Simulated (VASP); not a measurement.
Input of a VASP 6.6.1 run:

Contents of POSCAR:

```
TiO2
1.0
   -1.8921000000      1.8921000000      4.7573000000
    1.8921000000     -1.8921000000      4.7573000000
    1.8921000000      1.8921000000     -4.7573000000
Ti O
2 4
Direct
    0.7500000000      0.2500000000      0.5000000000
    0.0000000000      0.0000000000      0.0000000000
    0.7919000000      0.7919000000      0.0000000000
    0.5419000000      0.0419000000      0.5000000000
    0.9581000000      0.4581000000      0.5000000000
    0.2081000000      0.2081000000      0.0000000000
```

The input INCAR.step1:

```
  PREC = Accurate
  ENCUT = 450
  EDIFF = 1E-6
  ISMEAR = 0
  SIGMA = 0.02
  LREAL = False
  LASPH = True
  NELM = 100
  ALGO = Fast
  ISIF = 2
  LWAVE = False
  LCHARG = True
  LMAXMIX = 4
  GGA = PE
  NBANDS = 33
```

Contents of KPOINTS.step1:

```
regular mesh
0
Gamma
  8 8 10
```

The input INCAR.step2:

```
  PREC = Accurate
  ENCUT = 450
  EDIFF = 1E-6
  ISMEAR = 0
  SIGMA = 0.05
  LREAL = False
  LASPH = True
  NELM = 100
  ALGO = Fast
  ISIF = 2
  LWAVE = False
  LCHARG = False
  LMAXMIX = 4
  GGA = PE
  NBANDS = 33
  ICHARG = 11
```

Contents of KPOINTS.step2:

```
path GXYSGZS1NPY1Z,XP
20
line-mode
reciprocal
 0.0000000000  0.0000000000  0.0000000000  G
-0.5000000000  0.5000000000  0.0000000000  X

-0.5000000000  0.5000000000  0.0000000000  X
-0.5000000000  0.5000000000 -0.0790928267  Y

-0.5000000000  0.5000000000 -0.0790928267  Y
-0.2895464134  0.2895464134 -0.2895464134  S

-0.2895464134  0.2895464134 -0.2895464134  S
 0.0000000000  0.0000000000  0.0000000000  G

 0.0000000000  0.0000000000  0.0000000000  G
 0.5000000000  0.5000000000 -0.5000000000  Z

 0.5000000000  0.5000000000 -0.5000000000  Z
 0.2895464134  0.7104535866 -0.7104535866  S1

 0.2895464134  0.7104535866 -0.7104535866  S1
 0.0000000000  0.5000000000 -0.5000000000  N

 0.0000000000  0.5000000000 -0.5000000000  N
-0.2500000000  0.7500000000 -0.2500000000  P

-0.2500000000  0.7500000000 -0.2500000000  P
 0.0790928267  0.9209071733 -0.5000000000  Y1

 0.0790928267  0.9209071733 -0.5000000000  Y1
 0.5000000000  0.5000000000 -0.5000000000  Z

-0.5000000000  0.5000000000  0.0000000000  X
-0.2500000000  0.7500000000 -0.2500000000  P
```

Potentials or basis: VASP PAW PBE potentials, release 64 (Ti_sv_GW, O_GW).

Command:

```bash
$ cat potpaw_PBE.64/Ti_sv_GW/POTCAR potpaw_PBE.64/O_GW/POTCAR > POTCAR
$ cp INCAR.step1 INCAR
$ cp KPOINTS.step1 KPOINTS
$ mpirun -np 1 vasp_std > vasp.out
$ cp INCAR.step2 INCAR
$ cp KPOINTS.step2 KPOINTS
$ mpirun -np 1 vasp_std > vasp.out
```

Task: Predict the band gap on the k mesh.

Result: 2.13 eV, indirect (least direct gap 2.53 eV).

Task: Estimate the band gap along the path.

Result: 2.11 eV, indirect (least direct gap 2.46 eV).

Levels at the corners of the path, in eV from the valence-band top:
| point | band 22 | band 23 | band 24 | band 25 | band 26 | band 27 |
| --- | --- | --- | --- | --- | --- | --- |
| Γ | -0.77 | -0.48 | -0.48 | 2.11 | 2.86 | 3.99 |
| X | -2.07 | -0.05 | -0.05 | 3.35 | 3.35 | 3.83 |
| X | -2.07 | -0.05 | -0.05 | 3.35 | 3.35 | 3.83 |
| Y | -1.91 | -0.09 | -0.09 | 3.32 | 3.32 | 3.77 |
| Y | -1.91 | -0.09 | -0.09 | 3.32 | 3.32 | 3.77 |
| S | -0.94 | -0.91 | -0.83 | 3.22 | 3.49 | 3.58 |
| S | -0.94 | -0.91 | -0.83 | 3.22 | 3.49 | 3.58 |
| Γ | -0.77 | -0.48 | -0.48 | 2.11 | 2.86 | 4.00 |
| Γ | -0.77 | -0.48 | -0.48 | 2.11 | 2.86 | 3.99 |
| Z | -1.27 | -0.13 | -0.13 | 2.47 | 2.47 | 3.78 |
| Z | -1.27 | -0.13 | -0.13 | 2.47 | 2.47 | 3.78 |
| S1 | -0.94 | -0.91 | -0.83 | 3.22 | 3.49 | 3.58 |
| S1 | -0.94 | -0.91 | -0.83 | 3.22 | 3.49 | 3.58 |
| N | -0.96 | -0.85 | -0.65 | 3.24 | 3.56 | 3.57 |
| N | -0.96 | -0.85 | -0.65 | 3.24 | 3.56 | 3.57 |
| P | -1.60 | -0.25 | -0.25 | 3.58 | 3.58 | 3.62 |
| P | -1.60 | -0.25 | -0.25 | 3.58 | 3.58 | 3.62 |
| Y1 | -1.91 | -0.09 | -0.09 | 3.32 | 3.32 | 3.77 |
| Y1 | -1.91 | -0.09 | -0.09 | 3.32 | 3.32 | 3.77 |
| Z | -1.27 | -0.13 | -0.13 | 2.47 | 2.47 | 3.78 |
| X | -2.07 | -0.05 | -0.05 | 3.35 | 3.35 | 3.83 |
| P | -1.60 | -0.25 | -0.25 | 3.58 | 3.58 | 3.62 |

Caveat: the log is that of the step along the path at fixed density, whose energy, stress, charges and moments have no meaning.
